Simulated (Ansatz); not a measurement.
The system is Bi2Te2Se.

```
CELL_PARAMETERS angstrom
2.16097 1.24764 10.58557
-2.16097 1.24764 10.58557
0.00000 -2.49527 10.58557
ATOMIC_POSITIONS crystal
Bi 0.39172 0.39172 0.39172
Bi 0.60828 0.60828 0.60828
Te 0.78040 0.78040 0.78040
Te 0.21960 0.21960 0.21960
Se 0.00000 0.00000 0.00000
```

The cell is a database's computed one.

| Quantity | Value |
| --- | --- |
| Program | Ansatz 0.2.0 |
| Task | relaxation of cell and atoms |
| Functional | PBE |
| Dispersion | D4 |
| Potentials or basis | Ansatz PAW |
| Cutoff | 420 eV (not typed: the program's choice for these potentials) |
| k mesh | 7 × 7 × 7 |
| Occupations | fermi-dirac, width 0.05 eV |
| Spin | no spin polarisation |

At the start: volume 34.25 Å³/atom.

Problem. Where does the relaxation end?

Solution. It ends after 6 steps and the volume is 31.64 Å³/atom (-7.6 %); space group R-3m (No. 166, to 0.05 Å).

The path:
| step | energy change (eV) | largest force (eV/Å) | volume (Å³) |
| --- | --- | --- | --- |
| 1 | 0.0000 | 0.1299 | 171.24 |
| 2 | -0.0672 | 0.1582 | 159.04 |
| 3 | -0.0869 | 0.0195 | 157.73 |
| 4 | -0.0925 | 0.0357 | 158.80 |
| 5 | -0.0928 | 0.0088 | 158.21 |
| 6 | -0.0908 | 0.0086 | 158.21 |

Final structure:
```xyz
5
Lattice="2.1484 1.2404 9.8949 -2.1484 1.2404 9.8949 0.0000 -2.4807 9.8949" Properties=species:S:1:pos:R:3 pbc="T T T"
Bi    0.0000    0.0000   11.7264
Bi    0.0000    0.0000   17.9582
Te    0.0000    0.0000   23.3942
Te    0.0000    0.0000    6.2904
Se    0.0000    0.0000    0.0000
```

Caveat: the plane-wave basis is chosen anew once the cell has moved, so the energies of steps on either side of that aren't comparable.
